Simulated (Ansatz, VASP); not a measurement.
Al2Cu in VASP and in Ansatz

INCAR

```
SYSTEM = Al2Cu
ALGO = Normal
EDIFF = 1E-6
ENCUT = 520
ISIF = 2
ISMEAR = 0
LASPH = .TRUE.
LCHARG = .FALSE.
LREAL = .FALSE.
LWAVE = .FALSE.
NBANDS = 16
NELM = 60
PREC = Accurate
SIGMA = 0.15
```

Contents of KPOINTS:

```
k-points
0
G
  10 10 14
  0 0 0
```

File POSCAR:

```
Al2Cu
1.0
    3.9479000000      0.0000000000      0.0000000000
    0.0000000000      3.9479000000      0.0000000000
    0.0000000000      0.0000000000      2.8966000000
Al Cu
2 1
Direct
    0.5000000000      0.0000000000      0.5000000000
    0.0000000000      0.5000000000      0.5000000000
    0.0000000000      0.0000000000      0.0000000000
```

Input for Ansatz:

```yaml
crystal:
  lattice:
    - [3.9479, 0.0, 0.0]
    - [0.0, 3.9479, 0.0]
    - [0.0, 0.0, 2.8966]
  atoms:
    - { symbol: Al, position: [0.5, 0.0, 0.5] }
    - { symbol: Al, position: [0.0, 0.5, 0.5] }
    - { symbol: Cu, position: [0.0, 0.0, 0.0] }
basis:
  ecutwfc: 520.0
kpoints:
  mp_grid: { grid: [10, 10, 14] }
hamiltonian:
  xc: lda
  pseudopotentials: { kind: paw, azcp: { folder: soft_1 } }
scf:
  occupations: { method: gaussian, width: 0.15 }
output:
  forces: true
  stress: true
  eigenvalues: true
```

Alike in both runs: task single point; functional LDA; k mesh 10 × 10 × 14; occupations gaussian, width 0.15 eV; no spin polarisation.

```csv
,VASP,Ansatz
version,VASP 6.6.1,Ansatz 0.2.0
potentials or method,"VASP PAW LDA potentials, release 64 (Al, Cu)","scalar-relativistic, plane waves, PAW"
plane-wave cutoff (eV),520,520
valence electrons in the cell,17,25
```

|  | VASP | Ansatz | Ansatz less VASP |
| --- | --- | --- | --- |
| gap on the k mesh at the Fermi level (eV) | none | none | - |
| pressure (GPa) | 2.7 | 2.5 | -0.18 |
| largest component of the traceless stress (GPa) | 4.03 | 4.05 | +0.016 |

A gap of «none» marks a metal or a gap that the smearing closes. The two sets of potentials don't hold the same shells in valence. Ansatz warned: «pseudo_functional_mismatch».
